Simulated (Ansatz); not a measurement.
# In8Se8 sheet: levels of theory, part 2 of 2

The task, for In8Se8 sheet: compare levels of theory; the runs are relaxing the atoms and single point.

Ansatz 0.2.0; DFT LDA, scalar-relativistic, plane waves, PAW, and further levels as typed in the inputs.

## Step 5: Single point: HSE06, mesh 6×6×1

It takes the final geometry of step 2.

File input.yaml:

```yaml
crystal:
  lattice:
    - [4.0, 0.0, 0.0]
    - [-2.0, 3.4987426313, 0.0]
    - [0.0, 0.0, 84.4799999969]
  atoms:
    - { symbol: Se, position: [0.3287029637, 0.6574059275, 0.1123888331] }
    - { symbol: In, position: [-0.0034533048, -0.0069066096, 0.1270178241] }
    - { symbol: In, position: [-0.0033796738, -0.0067593475, 0.1594940198] }
    - { symbol: Se, position: [0.3287115809, 0.6574231618, 0.1741853611] }
    - { symbol: Se, position: [-0.0017018587, -0.0034037174, 0.2075733551] }
    - { symbol: In, position: [0.6661789285, 0.332357857, 0.2222382424] }
    - { symbol: In, position: [0.6660416365, 0.332083273, 0.2547274219] }
    - { symbol: Se, position: [-0.001859173, -0.0037183459, 0.2694112562] }
    - { symbol: Se, position: [0.6673543691, 0.3347087382, 0.3028039016] }
    - { symbol: In, position: [0.3352257497, 0.6704514993, 0.3174724914] }
    - { symbol: In, position: [0.3351026686, 0.6702053373, 0.3499601746] }
    - { symbol: Se, position: [0.6672038852, 0.3344077704, 0.3646394351] }
    - { symbol: Se, position: [0.3367754323, 0.6735508646, 0.3980339645] }
    - { symbol: In, position: [0.0046493211, 0.0092986422, 0.4127124679] }
    - { symbol: In, position: [0.0044749179, 0.0089498359, 0.4451815582] }
    - { symbol: Se, position: [0.3366392234, 0.6732784468, 0.4598112082] }
  periodic: [true, true, false]
scf:
  occupations: { method: gaussian, width: 0.01 }
  n_extra_bands: 6
output:
  eigenvalues: true
  eigenstates: { kpoints: [[0.0, 0.0, 0.0]], top_band: c3, e_range: [-3, 4] }
  write_density: true
  write_potential: true
  elf: true
  volumetric_format: npy
kpoints:
  mp_grid: { grid: [6, 6, 1] }
hamiltonian:
  xc: hse06
```

Launch:

```sh
$ ansatz run input.yaml --threads 8 --pin off --max-ram 24576MiB --backend cpu --events-out ev --progress --plain --runs-dir out
```

The log of the run:

```text
Warning: RAYON_NUM_THREADS=8 ignored (pool sized by the plan → 8); use --threads N
scf.n_extra_bands = 6 over 116 filled bands (N_el = 232.0): the run solves 122 bands
Engine: ansatz 0.2.0, x86_64-unknown-linux-gnu
Pseudopotentials: kind: paw
Pseudopotential: Se, paw, valence charge 16, recommended cutoff 420 eV (normal), Se.paw.azcp
Pseudopotential: In, paw, valence charge 13, recommended cutoff 420 eV (normal), In.paw.azcp
Functional definition: HSE06
  parameter a = 0.25
  parameter omega = 0.11/bohr
  exchange = pbe_x - a*pbe_x_sr(omega) + a*exact_x_sr(omega)
  correlation = pbe_c
Crystal: 16 atoms, lattice volume = 1182.295 Å³
Basis set: ecut = 420 eV, 23211 PW (Γ)
Bands: 122, of which v1, the nominal top of the filled ones, is band 116 counted from 1 (115 counted from 0)
Symmetry: 2 space group operations
Space group: Cm (ITA 8), of the structure as read, at distance tolerance 1.1e-4 Å
k-points: 13 of 36 (time reversal used)
Non-local potential: Se, projectors of the file, l = 0: 2, l = 1: 2, l = 2: 3, l = 3: 1
Non-local potential: In, projectors of the file, l = 0: 2, l = 1: 2, l = 2: 2, l = 3: 2
PAW form: soft (Blöchl's): semilocal exchange-correlation on the pseudo side does not see the compensation charge
PAW frozen core: Se, regenerated for the run's functional, and the local potential with it (the file was generated under x = pbe(κ = 0.804, μ = 0.2195149727645171), c = pbe(β = 0.06672455060314922))
PAW frozen core: In, regenerated for the run's functional, and the local potential with it (the file was generated under x = pbe(κ = 0.804, μ = 0.2195149727645171), c = pbe(β = 0.06672455060314922))
PAW one-centre angular grid: Se, 590 points (default); XC on 64 Gauss nodes
PAW one-centre angular grid: In, 590 points (default); XC on 64 Gauss nodes
Initial density: superposition of atomic densities (neutral atoms: chi_scale 0, normalization atom), corrected by the library's trained network
Initial wavefunctions: pseudopotential atomic-orbital guess
Functional: x = pbe(κ = 0.804, μ = 0.2195149727645171), c = pbe(β = 0.06672455060314922), warm-up for x = pbe(κ = 0.804, μ = 0.2195149727645171) + 0.25 (exact − pbe) at short range (hse, ω = 0.20786987370883472 Å⁻¹), c = pbe(β = 0.06672455060314922); HSE06 as pw.x's `hse` composes it (authors' and Libxc's form: `xc: wpbeh`)
SCF iter   1: F=—  HF=-88543.250968 eV  |F-HF|=—  |Δ(HF+E_count)|=         —  Δρ=1.33e-3  dr2=8.46e-2  ethr=1.77e-3  ⟨swp⟩=7.1  Hψ=6480  notcnv=0
preconditioner: auto → none  [insulator: Δε(μ)=0.616 eV  Ē_g=12.263 eV  σ=0.010 eV  W_gap=1.00  n_scr=220 (ndim 8)  ℏωp=13.3 eV  f_vac=0.616  D(μ)=0.00/eV (n_scr^D=0)]
SCF iter   2: F=—  HF=-88543.313338 eV  |F-HF|=—  |Δ(HF+E_count)|=   6.24e-2  Δρ=1.70e-3  dr2=5.83e-1  ethr=3.65e-5  ⟨swp⟩=7.5  Hψ=5144  notcnv=0  defer=68
SCF iter   3: F=—  HF=-88543.262851 eV  |F-HF|=—  |Δ(HF+E_count)|=   5.05e-2  Δρ=7.77e-4  dr2=1.39e-1  ethr=3.65e-5  ⟨swp⟩=7.8  Hψ=4431  notcnv=0  defer=58
iter 4 solved again at ethr=2.14e-6 eV; its pass at ethr=3.65e-5 eV (dr2=4.97e-3 eV) is discarded
SCF iter   4: F=—  HF=-88543.250010 eV  |F-HF|=—  |Δ(HF+E_count)|=   1.28e-2  Δρ=2.74e-4  dr2=4.73e-3  ethr=2.14e-6  ⟨swp⟩=5.7  Hψ=7417  notcnv=0  defer=71
SCF iter   5: F=—  HF=-88543.250620 eV  |F-HF|=—  |Δ(HF+E_count)|=   6.10e-4  Δρ=2.33e-4  dr2=7.51e-3  ethr=2.04e-6  ⟨swp⟩=7.1  Hψ=4037  notcnv=0  defer=66
SCF iter   6: F=—  HF=-88543.250164 eV  |F-HF|=—  |Δ(HF+E_count)|=   4.55e-4  Δρ=1.33e-4  dr2=9.16e-4  ethr=2.04e-6  ⟨swp⟩=5.1  Hψ=3519  notcnv=0  defer=75
SCF iter   7: F=—  HF=-88543.250299 eV  |F-HF|=—  |Δ(HF+E_count)|=   1.35e-4  Δρ=9.42e-5  dr2=9.61e-4  ethr=3.95e-7  ⟨swp⟩=7.9  Hψ=3963  notcnv=0  defer=44
SCF iter   8: F=—  HF=-88543.250324 eV  |F-HF|=—  |Δ(HF+E_count)|=   2.49e-5  Δρ=4.85e-5  dr2=1.11e-4  ethr=3.95e-7  ⟨swp⟩=4.2  Hψ=3244  notcnv=0  defer=44
SCF iter   9: F=-88543.250348 eV  HF=-88543.250361 eV  |F-HF|=1.32e-5  |Δ(HF+E_count)|=   3.70e-5  Δρ=1.88e-5  dr2=1.98e-5  ethr=4.78e-8  ⟨swp⟩=7.3  Hψ=4002  notcnv=0  defer=37
SCF 1 stopped early in 9 iterations: F = -88543.250348 eV  dr2 = 1.98e-5
Initial density: handed on by an earlier stage of this run
Initial wavefunctions: those handed on with the density
Functional: x = pbe(κ = 0.804, μ = 0.2195149727645171) + 0.25 (exact − pbe) at short range (hse, ω = 0.20786987370883472 Å⁻¹), c = pbe(β = 0.06672455060314922); HSE06 as pw.x's `hse` composes it (authors' and Libxc's form: `xc: wpbeh`)
Exchange kernel: α = 0.2500, screened, ω = 0.2079 Å⁻¹, Wigner–Seitz truncation, v(0) = 1046.7903 eV·Å³, q-mesh 6×6×1, nearest image of the exchange supercell L = 24.00 Å, pair-density grid 20×20×375, without the augmentation charges, whose exchange is taken in its separable form by FFT convolution over the k-point mesh (sized by the pseudopotential files, 24×24×576 at the most), smooth part of the exact exchange by density-matrix convolution
Frozen-core exchange: fock
[... 1 line left out ...]
preconditioner: auto → none  [insulator: Δε(μ)=1.224 eV  Ē_g=14.117 eV  σ=0.010 eV  W_gap=1.00  n_scr=220 (ndim 8)  ℏωp=13.3 eV  f_vac=0.615  D(μ)=0.00/eV (n_scr^D=0)]
[... 7 lines left out ...]
SCF iter   9: F=—  HF=-88587.535913 eV  |F-HF|=—  |Δ(HF+E_count)|=   2.19e-3  Δρ=8.84e-5  dr2=3.25e-4  ethr=9.72e-9  ⟨swp⟩=6.3  Hψ=6420  notcnv=0
SCF iter  10: F=-88587.535847 eV  HF=-88587.535861 eV  |F-HF|=1.31e-5  |Δ(HF+E_count)|=   5.27e-5  Δρ=1.72e-5  dr2=2.54e-5  ethr=9.72e-9  ⟨swp⟩=5.5  Hψ=4709  notcnv=0
SCF 2 stopped early in 10 iterations: F = -88587.535847 eV  dr2 = 2.54e-5
hybrid outer 1: dexx = +8.167e-2 eV, tail = 4.80e-4 eV
Exchange kernel: α = 0.2500, screened, ω = 0.2079 Å⁻¹, Wigner–Seitz truncation, v(0) = 1046.7903 eV·Å³, q-mesh 6×6×1, nearest image of the exchange supercell L = 24.00 Å, pair-density grid 20×20×375, without the augmentation charges, whose exchange is taken in its separable form by FFT convolution over the k-point mesh (sized by the pseudopotential files, 24×24×576 at the most), smooth part of the exact exchange by density-matrix convolution
Frozen-core exchange: fock
SCF iter   1: F=—  HF=-88587.535773 eV  |F-HF|=—  |Δ(HF+E_count)|=         —  Δρ=2.52e-5  dr2=9.51e-6  ethr=1.03e-6  ⟨swp⟩=8.2  Hψ=3547  notcnv=0
preconditioner: auto → none  [insulator: Δε(μ)=1.275 eV  Ē_g=14.108 eV  σ=0.010 eV  W_gap=1.00  n_scr=220 (ndim 8)  ℏωp=13.3 eV  f_vac=0.616  D(μ)=0.00/eV (n_scr^D=0)]
SCF iter   2: F=—  HF=-88587.535786 eV  |F-HF|=—  |Δ(HF+E_count)|=   1.33e-5  Δρ=1.92e-5  dr2=6.88e-6  ethr=3.72e-9  ⟨swp⟩=5.0  Hψ=5929  notcnv=0
SCF iter   3: F=—  HF=-88587.535786 eV  |F-HF|=—  |Δ(HF+E_count)|=   4.78e-7  Δρ=9.27e-6  dr2=5.74e-6  ethr=2.59e-9  ⟨swp⟩=4.8  Hψ=3492  notcnv=0
SCF iter   4: F=—  HF=-88587.535785 eV  |F-HF|=—  |Δ(HF+E_count)|=   5.44e-7  Δρ=5.48e-6  dr2=2.02e-6  ethr=2.09e-9  ⟨swp⟩=4.5  Hψ=3460  notcnv=0
SCF iter   5: F=—  HF=-88587.535791 eV  |F-HF|=—  |Δ(HF+E_count)|=   5.64e-6  Δρ=6.24e-6  dr2=9.01e-7  ethr=4.45e-10  ⟨swp⟩=6.2  Hψ=4826  notcnv=0  defer=10
SCF iter   6: F=—  HF=-88587.535791 eV  |F-HF|=—  |Δ(HF+E_count)|=   1.19e-7  Δρ=1.89e-6  dr2=4.24e-7  ethr=3.51e-10  ⟨swp⟩=4.8  Hψ=3634  notcnv=0
iter 7 solved again at ethr=1.19e-11 eV; its pass at ethr=1.46e-10 eV (dr2=2.75e-8 eV) is discarded
SCF iter   7: F=-88587.535791 eV  HF=-88587.535791 eV  |F-HF|=2.96e-8  |Δ(HF+E_count)|=   4.96e-8  Δρ=1.03e-6  dr2=6.00e-8  ethr=1.19e-11  ⟨swp⟩=4.0  Hψ=6782  notcnv=0
SCF 3 converged in 7 iterations: F = -88587.535791 eV  dr2 = 6.00e-8
hybrid outer 2: dexx = +7.065e-6 eV, tail = 3.25e-7 eV, Δε = 7.16e-3 eV (about 3.25e-4 eV left of the loop's levels)
NSCF: frozen V_eff on 1 k-points
WARN: The output density's exchange-correlation potential varies sharply where the density is thin. Do not read a vacuum level from v_tot or v_xc, or from such a field of the output density. On a cell that repeats whose density bears no net charge and no dipole along the vacuum's axis use v_es (v_loc + v_h of the components); under efield.dipole_correction with no amplitude use v_es + v_field, which holds any external_charges[].barrier, or the levels of the report's work_function block, which leave it out; under a non-zero efield.amplitude the vacuum is tilted and has no level; on a cell that repeats and bears such a dipole with no correction it is tilted too, and efield.dipole_correction with no amplitude gives each side of its ramp a level where efield: is served; in a cell that repeats whose density bears a net charge (total_charge, or a fill off its count) it is curved and has none; of a slab under crystal.periodic whose density bears no net charge use v_es, which has a level on each side, short of where the two are joined; of another it falls or rises all the way out and has none; of a slab beside external_charges read slab_vacuum_level instead, which it has where they leave it neutral. The grid or the basis barely resolves most such structure, and the values can differ between equally converged runs; as a rule a tighter scf.convergence.dr2_threshold does not remove it. Where the density itself ripples (under the LDA too) a higher basis.ecutwfc lessens it. The files hold the spikes' plane waves up to the density's cutoff. Files: v_tot_of_output_density and the like, and their columns of v_z.tsv (output.write_potential); v_xc_of_output_density and the like, and their columns of v_comp_z.tsv (output.write_potential_components). Measured: with its Gaussian average of σ = 0.25 Å subtracted twice, the exchange-correlation potential is over 0.1 eV at 2457 of the grid points where the equally averaged density (valence and model cores) is under 1e-3 e/Å³, and 2.35 eV at the most among them, at an averaged density of 2.9e-4 e/Å³. The input density's (outcome.potential() and, of a run that writes arrays, v_tot and v_xc) is over 0.1 eV, so measured, at 2459 points of its own thin density, 2.35 eV at the most. See output.write_potential in the manual, Limitations
hybrid SCF converged: 2 outer / 17 inner (+9 warm-up), last move |dexx| = 7.06e-6 eV, tail = 3.25e-7 eV
Stability not checked: this state was not tested for a lower state beside it, because the functional holds exact exchange (a hybrid, or Hartree-Fock), whose exchange loop this test does not read (fock_operator; see scf.lower_state_search)
Free energy (F): -88587.535792 eV
Frozen-core exchange: fock
Harris-Foulkes:  -88587.535792 eV  (|F-HF|=2.96e-8)
Internal energy: -88587.535792 eV  (E = F + TS)
E sigma→0 (E₀):  -88587.535792 eV
Fermi energy:    -5.063112 eV
--- Per-component energies (eV) ---
  E_band       = -7145.446504
  E_kinetic    = 2891.667439
  E_local      = -3661885.618086  (includes V_loc(G=0)·N_el)
  E_nonlocal   = -1831.539671
  E_hartree    = 1828265.347894
  E_xc         = -2036.709976
  E_vxc        = -1263.632654  (∫ρ·V_xc dr)
  E_exx        = -805.229994  (= α·E_x^exact, valence–valence)
  E_paw        = -48284.296488  (= ΣΔE_a)
  E_vpaw       = 23.290197  (= ΣTr[D̂ρ^β])
  E_aug_tail   = -0.004569  (compensation charges beyond the density's cutoff)
  E_ewald      = 1795103.325668
  E_core_change = -4.478009  (= ΣΔE_core)
  E_smearing   = -0.000000  (= −TS)
  E_closure    = -0.000000  (closes the sum)
  Σ components = -88587.535792   (vs F -88587.535792, Δ=-1.46e-11)
--- Band table (eV; the first three rows and the last of 13) ---
  k-point 0: bands = ["-56.9694", "-56.9692", "-56.9689", "-56.9687", "-56.9635", "-56.9633", "-56.9628", "-56.9626", "-56.9573", "-56.9571", "-56.9466", "-56.9464", "-56.9369", "-56.9367", "-56.9345", "-56.9343", "-56.9331", "-56.9329", "-56.9327", "-56.9302", "-56.9300", "-56.9276", "-56.9266", "-56.9241", "-56.9224", "-56.9219", "-56.9185", "-56.9166", "-56.9164", "-56.9162", "-56.9152", "-56.9137", "-56.9124", "-56.9020", "-56.8963", "-56.8940", "-56.8802", "-56.8793", "-56.8770", "-56.8631", "-22.3486", "-22.3464", "-22.3420", "-22.3313", "-22.1394", "-22.1373", "-22.1367", "-22.1346", "-22.1330", "-22.1309", "-22.1221", "-22.1200", "-22.0390", "-22.0361", "-22.0360", "-22.0331", "-22.0326", "-22.0296", "-22.0244", "-22.0239", "-22.0218", "-22.0216", "-22.0212", "-22.0188", "-22.0180", "-22.0175", "-22.0072", "-22.0068", "-21.8156", "-21.8148", "-21.8115", "-21.8107", "-21.8092", "-21.8085", "-21.7974", "-21.7966", "-21.7842", "-21.7784", "-21.7769", "-21.7638", "-20.6449", "-20.5988", "-20.5405", "-20.3129", "-20.2969", "-20.1643", "-20.0958", "-20.0498", "-12.6427", "-12.5089", "-12.3353", "-12.1930", "-10.2803", "-9.9442", "-9.5361", "-9.1919", "-7.3928", "-7.3647", "-7.3313", "-7.3219", "-7.2940", "-7.2623", "-7.1673", "-7.1509", "-7.1288", "-7.1059", "-7.0895", "-7.0827", "-7.0435", "-7.0277", "-7.0182", "-6.9906", "-6.9663", "-6.7105", "-6.1919", "-5.7009", "-4.4253", "-4.0566", "-3.6252", "-3.2698", "-2.8619", "-2.8110"]
[... 3 lines left out ...]
  the weakly bound empty levels are not read free of the cell's end (exact_exchange)
```

Wall time 23 min (8 threads of AMD EPYC 9R45 (Zen 5), shared host); peak memory 18 GiB.

The maps below are laid out on this run's own conventional cell (a, b, c = 6.997, 4.000, 84.480 Å).

Density in a lattice plane of the grid's cell (edges 7.00 and 84.48 Å, at 0.000 of the third edge), which holds Se and In.

Values in e/Å³, 12 rows by 6 columns:
```
0.00 0.00 0.00 0.00 0.00 0.00
0.00 0.00 0.00 0.00 0.00 0.00
0.00 0.00 0.00 0.00 0.00 0.00
0.00 0.00 0.00 0.00 0.00 0.00
0.00 0.00 0.00 0.00 0.00 0.00
0.00 0.00 0.00 0.00 0.00 0.00
8.34 0.25 0.11 0.06 0.02 0.17
0.01 0.09 0.38 0.09 0.02 0.03
0.09 0.06 0.02 0.19 6.94 0.21
3.39 0.42 2.93 0.21 0.03 0.16
0.00 0.00 0.00 0.00 0.00 0.00
0.00 0.00 0.00 0.00 0.00 0.00
```
Columns run along the first of these edges and rows up along the second, over one cell in 6 and 12 even steps from the bottom left corner. Atoms in the plane (fractional): Se at (0.33, 0.11), In at (1.00, 0.13), In at (1.00, 0.16), Se at (0.33, 0.17), Se at (1.00, 0.21), In at (0.67, 0.22), In at (0.67, 0.25), Se at (1.00, 0.27), Se at (0.67, 0.30), In at (0.34, 0.32), In at (0.34, 0.35), Se at (0.67, 0.36), Se at (0.34, 0.40), In at (0.00, 0.41), In at (0.00, 0.45), Se at (0.34, 0.46).

ELF in the same plane.

Ten even steps from '0' (0.00) to '9' (0.88):
```
000000
000000
000000
000000
000000
000000
000000
000000
000000
000000
037601
281701
020263
001837
310202
960007
230003
079600
000000
000000
```
Columns run along the first of these edges and rows up along the second, over one cell in 6 and 20 even steps from the bottom left corner. Atoms in the plane (fractional): Se at (0.33, 0.11), In at (1.00, 0.13), In at (1.00, 0.16), Se at (0.33, 0.17), Se at (1.00, 0.21), In at (0.67, 0.22), In at (0.67, 0.25), Se at (1.00, 0.27), Se at (0.67, 0.30), In at (0.34, 0.32), In at (0.34, 0.35), Se at (0.67, 0.36), Se at (0.34, 0.40), In at (0.00, 0.41), In at (0.00, 0.45), Se at (0.34, 0.46).

Both are smooth fields of the valence electrons: close to the nuclei they are not physical.

Outside the cores ELF peaks at 0.89 beside Se, off the lines to its neighbours, 1.0 Å from Se; 0.81 on the Se–In line, 0.9 Å from Se; 0.63 between the atoms, 1.5 Å from In.

## Step 6: Summary of results

What follows sums up all 2 parts.

| step | level | k mesh | energy above the lowest (eV) | gap on the mesh (eV) | time |
| --- | --- | --- | --- | --- | --- |
| 2 | LDA | 10×10×1 | 0.000 | 0.39 | 5.8 min |
| 3 | LDA | 10×10×1 | 0.000 | 0.39 | 47 s |
| 4 | r2SCAN | 10×10×1 | n/a | 0.98 | 72 s |
| 5 | HSE06 | 6×6×1 | n/a | 1.28 | 23 min |

Energies compare only among runs of one formula, size, charge, level and basis; each such set counts from its lowest member.

What this shows: The rows set the runs side by side; convergence of the settings was not tested in this session.
